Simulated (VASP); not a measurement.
# Vibrations of SnSe at several levels of theory, part 2 of 3

How much do the zone-centre frequencies of SnSe depend on the functional? The starting structure is a cell with measured lattice constants from the literature and the atomic positions of a computed structure of the Materials Project.

VASP 6.6.1.

## 2. Modes with LDA (continued)

Level of this step: LDA; plane waves and PAW (Sn_d, Se) (VASP).

Parts of OUTCAR (step 2):

```text
ion  position               nearest neighbor table
   1  0.118  0.750  0.092-   6 2.74   8 2.79   8 2.79   8 3.22   8 3.22   3 3.47   3 3.47
   2  0.382  0.250  0.592-   8 2.74   6 2.79   6 2.79   6 3.22   6 3.22   4 3.47   4 3.47
   3  0.882  0.250  0.908-   7 2.74   5 2.79   5 2.79   5 3.22   5 3.22   1 3.47   1 3.47
   4  0.618  0.750  0.408-   5 2.74   7 2.79   7 2.79   7 3.22   7 3.22   2 3.47   2 3.47
   5  0.857  0.750  0.478-   4 2.74   3 2.79   3 2.79   3 3.22   3 3.22
   6  0.357  0.750  0.022-   1 2.74   2 2.79   2 2.79   2 3.22   2 3.22
   7  0.643  0.250  0.978-   3 2.74   4 2.79   4 2.79   4 3.22   4 3.22
   8  0.143  0.250  0.522-   2 2.74   1 2.79   1 2.79   1 3.22   1 3.22

  LATTYP: Found a simple orthorhombic cell.
 ALAT       =     4.1217227180
 B/A-ratio  =     1.0462727052
 C/A-ratio  =     2.7576107101

 Subroutine GETGRP returns: Found  8 space group operations
 (whereof  2 operations were pure point group operations)

The static configuration has the point symmetry S_2 .
 The point group associated with its full space group is D_2h.

 Found     32 irreducible k-points:

   k-points           NKPTS =     32   k-points in BZ     NKDIM =     32   number of bands    NBANDS=     49

   dimension x,y,z NGX =    80 NGY =   30 NGZ =   30
   dimension x,y,z NGXF=   160 NGYF=   60 NGZF=   60

   ENCUT  =  450.0 eV  33.07 Ry    5.75 a.u.  19.66  7.13  7.46*2*pi/ulx,y,z

   NELECT =      80.0000    total number of electrons

 k-points in reciprocal lattice and weights: Automatic mesh
   0.00000000  0.00000000  0.00000000       0.014
   0.50000000  0.00000000  0.00000000       0.014
   0.00000000  0.16666667  0.00000000       0.028
   0.50000000  0.16666667  0.00000000       0.028
   0.00000000  0.33333333  0.00000000       0.028
   0.50000000  0.33333333  0.00000000       0.028
   0.00000000  0.50000000  0.00000000       0.014
   0.50000000  0.50000000  0.00000000       0.014
   0.00000000  0.00000000  0.16666667       0.028
[...]
0.00000000  0.50000000  0.50000000       0.014
   0.50000000  0.50000000  0.50000000       0.014

 average (electrostatic) potential at core
       1-100.6725       2-100.6710       3-100.6757       4-100.6702       5 -58.3223
       6 -58.3266       7 -58.3248       8 -58.3271

 E-fermi :   6.2055

 k-point     1 :       0.0000    0.0000    0.0000
  band No.  band energies     occupation
    ...
     36       3.9950      2.00000
     37       4.2471      2.00000
     38       4.5777      2.00000
     39       5.2083      2.00000
     40       5.3529      2.00000
     41       6.3628      0.00000
     42       8.9263      0.00000
     43       8.9955      0.00000
     44       9.0290      0.00000
     45       9.3061      0.00000
    ...

 k-point     2 :       0.5000    0.0000    0.0000
  band No.  band energies     occupation
    ...
     36       3.6699      2.00000
     37       3.9268      2.00000
     38       3.9379      2.00000
     39       5.3477      2.00000
     40       5.3523      2.00000
     41       8.4798      0.00000
     42       8.4868      0.00000
     43       8.6315      0.00000
     44       8.6542      0.00000
     45       9.7744      0.00000
    ...

 k-point     3 :       0.0000    0.1667    0.0000
  band No.  band energies     occupation
    ...
     36       4.0994      2.00000
     37       4.3319      2.00000
     38       5.1197      2.00000
     39       5.1962      2.00000
     40       5.2381      2.00000
     41       6.5929      0.00000
     42       7.8257      0.00000
     43       8.8209      0.00000
     44       9.0710      0.00000
     45       9.0894      0.00000
    ...

  Total        0.0145884     -0.0384762     -0.0685266      0.0000000      0.0000000      0.0074484
  in kB        0.1156921     -0.3051328     -0.5434453      0.0000000      0.0000000      0.0590691
  external PRESSURE =      -0.2442953 kB  Pullay stress =       0.0000000 kB

  energy-cutoff  :      450.00
  volume of cell :      202.03
      direct lattice vectors                 reciprocal lattice vectors
    11.366106711  0.000000000  0.000000000     0.087980874  0.000000000  0.000000000
     0.000000000  4.121722718  0.000000000     0.000000000  0.242617000  0.000000000
     0.000000000  0.000000000  4.312445978     0.000000000  0.000000000  0.231886963

 POSITION                                       TOTAL-FORCE (eV/Angst)
 -----------------------------------------------------------------------------------
      1.33804      3.09129      0.39790         0.005580      0.000000     -0.001790
      4.34502      1.03043      2.55412        -0.000058      0.000000     -0.001154
     10.02807      1.03043      3.91454        -0.008823      0.000000     -0.033554
      7.02109      3.09129      1.75832         0.003996      0.000000      0.002813
      9.74314      3.09129      2.04497         0.003225      0.000000      0.054648
      4.06009      3.09129      0.09625        -0.000061      0.000000     -0.001279
      7.30602      1.03043      4.21619        -0.002180      0.000000     -0.015724
      1.62296      1.03043      2.25247        -0.001679      0.000000     -0.003959
 -----------------------------------------------------------------------------------
    total drift:                               -0.000006      0.000000      0.000060

  FREE ENERGIE OF THE ION-ELECTRON SYSTEM (eV)
  ---------------------------------------------------
  free  energy   TOTEN  =       -37.9759358506 eV

  energy  without entropy=      -37.9759358506  energy(sigma->0) =      -37.97593585

 Eigenvectors and eigenvalues of the dynamical matrix
 ----------------------------------------------------

   1 f  =    5.443699 THz    34.203770 2PiTHz  181.582253 cm-1    22.513320 meV
             X         Y         Z           dx          dy          dz
      1.338037  3.091292  0.397901    -0.300026    0.000000   -0.047347
      4.345017  1.030431  2.554124    -0.300026   -0.000000    0.047347
     10.028070  1.030431  3.914545     0.300026   -0.000000    0.047347
      7.021090  3.091292  1.758322     0.300026   -0.000000   -0.047347
      9.743144  3.091292  2.059972    -0.389993    0.000000   -0.075155
      4.060091  3.091292  0.096251     0.389993    0.000000   -0.075155
      7.306016  1.030431  4.216195    -0.389993   -0.000000    0.075155
      1.622963  1.030431  2.252474     0.389993   -0.000000    0.075155

   2 f  =    4.565585 THz    28.686414 2PiTHz  152.291508 cm-1    18.881732 meV
             X         Y         Z           dx          dy          dz
      1.338037  3.091292  0.397901     0.295859   -0.000000    0.057798
      4.345017  1.030431  2.554124    -0.295859    0.000000    0.057798
[...]
9.743144  3.091292  2.059972    -0.398358   -0.000000    0.020912
      4.060091  3.091292  0.096251    -0.398358   -0.000000   -0.020912
      7.306016  1.030431  4.216195     0.398358    0.000000    0.020912
      1.622963  1.030431  2.252474     0.398358    0.000000   -0.020912

   3 f  =    4.491826 THz    28.222976 2PiTHz  149.831190 cm-1    18.576692 meV
             X         Y         Z           dx          dy          dz
      1.338037  3.091292  0.397901    -0.303487    0.000000   -0.007348
      4.345017  1.030431  2.554124     0.303487   -0.000000   -0.007348
     10.028070  1.030431  3.914545    -0.303487   -0.000000   -0.007348
      7.021090  3.091292  1.758322     0.303487    0.000000   -0.007348
      9.743144  3.091292  2.059972    -0.397191    0.000000    0.008984
      4.060091  3.091292  0.096251     0.397191    0.000000    0.008984
      7.306016  1.030431  4.216195     0.397191   -0.000000    0.008984
      1.622963  1.030431  2.252474    -0.397191   -0.000000    0.008984

   4 f  =    4.279040 THz    26.886004 2PiTHz  142.733426 cm-1    17.696681 meV
             X         Y         Z           dx          dy          dz
      1.338037  3.091292  0.397901     0.022516    0.000000   -0.227612
      4.345017  1.030431  2.554124     0.022516   -0.000000    0.227612
     10.028070  1.030431  3.914545    -0.022516   -0.000000    0.227612
      7.021090  3.091292  1.758322    -0.022516    0.000000   -0.227612
      9.743144  3.091292  2.059972     0.094055    0.000000   -0.434557
      4.060091  3.091292  0.096251    -0.094055    0.000000   -0.434557
      7.306016  1.030431  4.216195     0.094055   -0.000000    0.434557
      1.622963  1.030431  2.252474    -0.094055   -0.000000    0.434557

   5 f  =    4.206464 THz    26.429994 2PiTHz  140.312540 cm-1    17.396530 meV
             X         Y         Z           dx          dy          dz
      1.338037  3.091292  0.397901    -0.009951   -0.000000   -0.240360
      4.345017  1.030431  2.554124    -0.009951    0.000000    0.240360
     10.028070  1.030431  3.914545    -0.009951    0.000000   -0.240360
      7.021090  3.091292  1.758322    -0.009951   -0.000000    0.240360
      9.743144  3.091292  2.059972     0.012106   -0.000000    0.438157
      4.060091  3.091292  0.096251     0.012106   -0.000000   -0.438157
      7.306016  1.030431  4.216195     0.012106    0.000000   -0.438157
      1.622963  1.030431  2.252474     0.012106    0.000000    0.438157

   6 f  =    3.999468 THz    25.129397 2PiTHz  133.407882 cm-1    16.540462 meV
             X         Y         Z           dx          dy          dz
      1.338037  3.091292  0.397901    -0.000000   -0.214193    0.000000
      4.345017  1.030431  2.554124     0.000000    0.214193   -0.000000
     10.028070  1.030431  3.914545    -0.000000    0.214193    0.000000
      7.021090  3.091292  1.758322     0.000000   -0.214193   -0.000000
      9.743144  3.091292  2.059972     0.000000   -0.451798   -0.000000
      4.060091  3.091292  0.096251     0.000000   -0.451798    0.000000
      7.306016  1.030431  4.216195     0.000000    0.451798    0.000000
      1.622963  1.030431  2.252474    -0.000000    0.451798   -0.000000

   7 f  =    3.819110 THz    23.996176 2PiTHz  127.391798 cm-1    15.794563 meV
             X         Y         Z           dx          dy          dz
      1.338037  3.091292  0.397901     0.316451    0.000000    0.009066
      4.345017  1.030431  2.554124     0.316451    0.000000   -0.009066
     10.028070  1.030431  3.914545     0.316451    0.000000    0.009066
      7.021090  3.091292  1.758322     0.316451   -0.000000   -0.009066
      9.743144  3.091292  2.059972    -0.386336   -0.000000    0.022834
      4.060091  3.091292  0.096251    -0.386336    0.000000   -0.022834
      7.306016  1.030431  4.216195    -0.386336    0.000000   -0.022834
      1.622963  1.030431  2.252474    -0.386336   -0.000000    0.022834

   8 f  =    3.776094 THz    23.725896 2PiTHz  125.956924 cm-1    15.616661 meV
             X         Y         Z           dx          dy          dz
      1.338037  3.091292  0.397901    -0.104887   -0.000000   -0.255275
      4.345017  1.030431  2.554124     0.104887    0.000000   -0.255275
     10.028070  1.030431  3.914545     0.104887   -0.000000    0.255275
      7.021090  3.091292  1.758322    -0.104887    0.000000    0.255275
      9.743144  3.091292  2.059972    -0.135635    0.000000   -0.394254
      4.060091  3.091292  0.096251    -0.135635   -0.000000    0.394254
      7.306016  1.030431  4.216195     0.135635   -0.000000   -0.394254
      1.622963  1.030431  2.252474     0.135635    0.000000    0.394254

   9 f  =    3.705737 THz    23.283835 2PiTHz  123.610094 cm-1    15.325692 meV
             X         Y         Z           dx          dy          dz
      1.338037  3.091292  0.397901     0.000000   -0.201024    0.000000
      4.345017  1.030431  2.554124     0.000000    0.201024    0.000000
     10.028070  1.030431  3.914545     0.000000   -0.201024   -0.000000
      7.021090  3.091292  1.758322     0.000000    0.201024   -0.000000
      9.743144  3.091292  2.059972     0.000000    0.457809    0.000000
      4.060091  3.091292  0.096251     0.000000   -0.457809   -0.000000
      7.306016  1.030431  4.216195    -0.000000   -0.457809    0.000000
      1.622963  1.030431  2.252474    -0.000000    0.457809   -0.000000

  10 f  =    3.531944 THz    22.191861 2PiTHz  117.812984 cm-1    14.606942 meV
             X         Y         Z           dx          dy          dz
      1.338037  3.091292  0.397901     0.093946   -0.000000    0.305418
      4.345017  1.030431  2.554124    -0.093946    0.000000    0.305418
     10.028070  1.030431  3.914545     0.093946   -0.000000    0.305418
      7.021090  3.091292  1.758322    -0.093946    0.000000    0.305418
      9.743144  3.091292  2.059972    -0.085912    0.000000   -0.374850
      4.060091  3.091292  0.096251     0.085912   -0.000000   -0.374850
      7.306016  1.030431  4.216195     0.085912   -0.000000   -0.374850
      1.622963  1.030431  2.252474    -0.085912    0.000000   -0.374850

  11 f  =    3.205248 THz    20.139168 2PiTHz  106.915572 cm-1    13.255835 meV
             X         Y         Z           dx          dy          dz
      1.338037  3.091292  0.397901    -0.000000    0.309184   -0.000000
      4.345017  1.030431  2.554124    -0.000000    0.309184   -0.000000
     10.028070  1.030431  3.914545    -0.000000   -0.309184   -0.000000
      7.021090  3.091292  1.758322    -0.000000   -0.309184   -0.000000
    [... 144 further lines ...]
      4.060091  3.091292  0.096251    -0.316830   -0.000000   -0.000053
      7.306016  1.030431  4.216195    -0.316830   -0.000000   -0.000053
      1.622963  1.030431  2.252474    -0.316830   -0.000000    0.000053

 ELASTIC MODULI CONTR FROM IONIC RELAXATION (kBar)
 Direction    XX          YY          ZZ          XY          YZ          ZX
 --------------------------------------------------------------------------------
 XX        -566.4689    -39.6016    -37.4078      0.0000     -0.0000     -0.0000
 YY         -39.6016   -148.2627   -216.8082      0.0000     -0.0000      0.0000
 ZZ         -37.4078   -216.8082   -428.9907     -0.0000     -0.0000      0.0000
 XY           0.0000      0.0000     -0.0000    -46.8740     -0.0000      0.0000
 YZ          -0.0000     -0.0000     -0.0000      0.0000   -196.9190     -0.0000
 ZX          -0.0000      0.0000      0.0000      0.0000     -0.0000    -42.8540
 --------------------------------------------------------------------------------

 total charge
# of ion       s       p       d       tot
------------------------------------------
    1        1.353   0.785  10.001  12.139
    2        1.353   0.785  10.001  12.139
    3        1.353   0.785  10.001  12.139
    4        1.353   0.785  10.001  12.139
    5        1.479   2.326   0.028   3.833
    6        1.479   2.326   0.028   3.833
    7        1.479   2.326   0.028   3.833
    8        1.479   2.326   0.028   3.833
--------------------------------------------------
tot         11.326  12.444  40.119  63.888

[... 3 further parts left out ...]
```

The last energy, forces, stress and levels in OUTCAR belong to the last displaced cell, not to the cell of POSCAR.

LDA: the zone-centre modes are at the top B2g (2) 181.6, Ag (3) 152.3, B1u (3) 149.8, B2g (1) 142.7 cm⁻¹, at the bottom B3u (1) 51.5, Au (1) 45.0, B3g (1) 34.1, Ag (1) 31.3 cm⁻¹, with 10 more of the listed ones between (levels within 1 cm⁻¹ of another are left out).

## 3. Modes with LDA at the measured cell

The atoms were first relaxed in the fixed cell, in a run that isn't shown.

The input, INCAR:

```
SYSTEM = SnSe
PREC = Accurate
ENCUT = 450
EDIFF = 1E-08
NELM = 100
ISMEAR = 0
SIGMA = 0.03
LREAL = .FALSE.
ALGO = Normal
GGA = CA
NBANDS = 49
LORBIT = 11
LWAVE = .FALSE.
LCHARG = .FALSE.
KPAR = 8
IBRION = 6
NFREE = 2
POTIM = 0.015
NSW = 1
ISIF = 2
```

The input, POSCAR:

```
SnSe
1.0
   11.5022000000      0.0000000000      0.0000000000
    0.0000000000      4.1540000000      0.0000000000
    0.0000000000      0.0000000000      4.4445000000
Sn Se
4 4
Direct
    0.1191107084      0.7500000000      0.1097836986
    0.3808892916      0.2500000000      0.6097836986
    0.8808892916      0.2500000000      0.8902163014
    0.6191107084      0.7500000000      0.3902163014
    0.8559768496      0.7500000000      0.4770476297
    0.3559768496      0.7500000000      0.0229523703
    0.6440231504      0.2500000000      0.9770476297
    0.1440231504      0.2500000000      0.5229523703
```

The input, KPOINTS:

```
Automatic mesh
0
Gamma
2 6 6
0 0 0
```

PAW data sets: Sn_d and Se (LDA family, release 64).

The run is started by

```console
$ mpirun -np 8 vasp_std
```

What it wrote:

```text
[banner, memory and clock lines left out]
running    8 mpi-ranks, on    1 nodes
[...]
[... a notice as in an earlier step ...]

 LDA part: xc-table for (Slater(with rela. corr.)+CA(PZ))
 , standard interpolation
 POSCAR, INCAR and KPOINTS ok, starting setup
[...]
entering main loop
       N       E                     dE             d eps       ncg     rms          rms(c)
DAV:   1     0.829319478341E+03    0.82932E+03   -0.34176E+04  3353   0.193E+03
DAV:   2     0.105054212424E+03   -0.72427E+03   -0.70275E+03  3136   0.568E+02
DAV:   3    -0.295191804787E+02   -0.13457E+03   -0.12852E+03  3777   0.198E+02
DAV:   4    -0.383772006707E+02   -0.88580E+01   -0.87262E+01  3634   0.524E+01
[...]
DAV:  13    -0.379190933217E+02   -0.46784E-06   -0.48912E-06  3813   0.910E-03    0.125E-03
DAV:  14    -0.379190933237E+02   -0.19827E-08   -0.22466E-07  3712   0.242E-03    0.691E-04
DAV:  15    -0.379190933222E+02    0.14752E-08   -0.20707E-08  2669   0.797E-04
   1 F= -.37919093E+02 E0= -.37919093E+02  d E =-.424727E-23
[... from here on, the cycles between the ionic steps are left out ...]
   2 F= -.37918583E+02 E0= -.37918583E+02  d E =-.158728E-21
   3 F= -.37918604E+02 E0= -.37918604E+02  d E =-.863899E-24
   4 F= -.37918865E+02 E0= -.37918865E+02  d E =-.159360E-23
   5 F= -.37918865E+02 E0= -.37918865E+02  d E =-.113234E-22
   6 F= -.37918708E+02 E0= -.37918708E+02  d E =-.295310E-23
   7 F= -.37918776E+02 E0= -.37918776E+02  d E =-.789732E-23
   8 F= -.37918592E+02 E0= -.37918592E+02  d E =-.228690E-19
   9 F= -.37918565E+02 E0= -.37918565E+02  d E =-.261462E-11
  10 F= -.37918759E+02 E0= -.37918759E+02  d E =-.107827E-23
  11 F= -.37918759E+02 E0= -.37918759E+02  d E =-.174241E-22
  12 F= -.37918677E+02 E0= -.37918677E+02  d E =-.973038E-24
  13 F= -.37918646E+02 E0= -.37918646E+02  d E =-.233182E-22
 Finite differences progress:
  Degree of freedom:   6/  6
  Displacement:        2/  2
  Total:              12/ 12
```

Elapsed: 5.6 min, on 8 MPI ranks of Intel Xeon 6975P-C (Granite Rapids), shared host; peak memory 4.7 GiB.

Parts of OUTCAR (step 3):

```text
  Total       -1.9139286     -2.4337191     -2.4060643      0.0000000      0.0000000      0.0093649
  in kB      -14.4399599    -18.3616085    -18.1529615      0.0000000      0.0000000      0.0706554
  external PRESSURE =     -16.9848433 kB  Pullay stress =       0.0000000 kB

 POSITION                                       TOTAL-FORCE (eV/Angst)
 -----------------------------------------------------------------------------------
      1.37004      3.11550      0.48793         0.003312      0.000000     -0.001764
      4.38106      1.03850      2.71018         0.001891      0.000000     -0.001834
     10.13216      1.03850      3.95657        -0.008191      0.000000     -0.036829
      7.12114      3.11550      1.73432         0.002547      0.000000      0.002116
      9.84562      3.11550      2.10524         0.005779      0.000000      0.057639
      4.09452      3.11550      0.10201         0.000269      0.000000     -0.002275
      7.40768      1.03850      4.34249        -0.002959      0.000000     -0.012055
      1.65658      1.03850      2.32426        -0.002648      0.000000     -0.004997
 -----------------------------------------------------------------------------------
    total drift:                               -0.000007      0.000000     -0.000092

  FREE ENERGIE OF THE ION-ELECTRON SYSTEM (eV)
  ---------------------------------------------------
  free  energy   TOTEN  =       -37.9186460064 eV

  energy  without entropy=      -37.9186460064  energy(sigma->0) =      -37.91864601

[... 1 part as in an earlier step ...]

[... 2 further parts left out ...]
[key lines of the parts left out:]
E-fermi :   5.5929
```

The last energy, forces and stress in OUTCAR belong to the last displaced cell, not to that of POSCAR.

With LDA at the measured cell the compared modes are at the top B2g (2) 181.2, B1u (3) 145.7 cm⁻¹, at the bottom Ag (1) 30.0, B3g (1) 29.7 cm⁻¹, with 14 more of the listed ones between; the largest shift among the levels compared is +9.3 cm⁻¹, in B2u, from LDA.

[end of part 2 of 3]

[Lines on the potential files, build, host, timing and source positions are cut from VASP's logs without a mark.]

[Logs are printed without paths, hosts, clocks, repeated set-up lines and the standing remarks that a program may print on its own settings, such as how far it seeks lower states.]

[Hosts, paths, dates, database ids (printed as entryN), source tags and the programs' standing remarks are cut or masked in the printed files.]
